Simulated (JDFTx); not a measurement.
Wanted: the native input for a JDFTx 1.7.0 (patched build) run.

```
Task                                    : relaxation of cell and atoms
Functional                              : LDA
Potentials or basis                     : PseudoDojo-SR-LDA-0.4.1-standard
Cutoff                                  : 789 eV
Density cutoff                          : 6313 eV
k mesh                                  : 9 × 9 × 5
Occupations                             : fermi-dirac, width 0.05 eV
Spin                                    : no spin polarisation
Bands                                   : 19
Density cutoff over wavefunction cutoff : 8
Max SCF steps                           : 100
SCF threshold on the energy             : 1e-09 Ha
Solver of the electrons                 : scf
Further solve for the empty bands       : no
```

The system is TaS2.

```
CELL_PARAMETERS angstrom
3.35000 0.00000 0.00000
-1.67500 2.90119 0.00000
0.00000 0.00000 5.86000
ATOMIC_POSITIONS crystal
Ta 0.00000 0.00000 0.00000
S 0.66667 0.33333 0.75000
S 0.33333 0.66667 0.25000
```

The input as run:

TaS2.in

```
lattice \
    3.3500000000    -1.6750000000     0.0000000000 \
    0.0000000000     2.9011851027     0.0000000000 \
    0.0000000000     0.0000000000     5.8600000000
latt-scale 1.889726124626 1.889726124626 1.889726124626
coords-type Lattice
ion Ta     0.0000000000     0.0000000000     0.0000000000 1
ion S      0.6666666667     0.3333333333     0.7500000000 1
ion S      0.3333333333     0.6666666667     0.2500000000 1

ion-species pseudo/Ta.upf
ion-species pseudo/S.upf
elec-cutoff 29 232
elec-ex-corr lda-PW
kpoint-folding 9 9 5
elec-smearing Fermi 0.0018374661
elec-n-bands 19
electronic-SCF nIterations 100 energyDiffThreshold 1e-09
electronic-minimize nIterations 30 energyDiffThreshold 1e-7
forces-output-coords Cartesian
lattice-minimize nIterations 40 energyDiffThreshold 1e-6

dump-name run.$VAR
dump End Ecomponents EigStats BandEigs Kpoints Forces Stress ElecDensity Dtot KEdensity
```

Potentials or basis: PseudoDojo-SR-LDA-0.4.1-standard.

Run with:

```console
$ jdftx -c 1 -i TaS2.in -o TaS2.out
```

Results of the run:

* Relaxed volume: 17.91 Å³/atom
* Relaxed cell: a = 3.289 Å, b = 3.289 Å, c = 5.735 Å, α = 90.00°, β = 90.00°, γ = 120.00°
* Space group after relaxing (to 0.05 Å): P-3m1 (No. 164)
* Energy gained by relaxing: 21.2 meV/atom
* Ionic steps: 20
* Pressure after relaxing: -0.2 GPa
* Largest force after relaxing: 0.022 eV/Å
* Band gap on the k mesh: none (metal or under the smearing width)
* Loewdin charges: Ta +0.46; S -0.14 e

It took 26 min on 1 thread of Arm Neoverse V1 (shared host), peak memory 0.28 GiB.
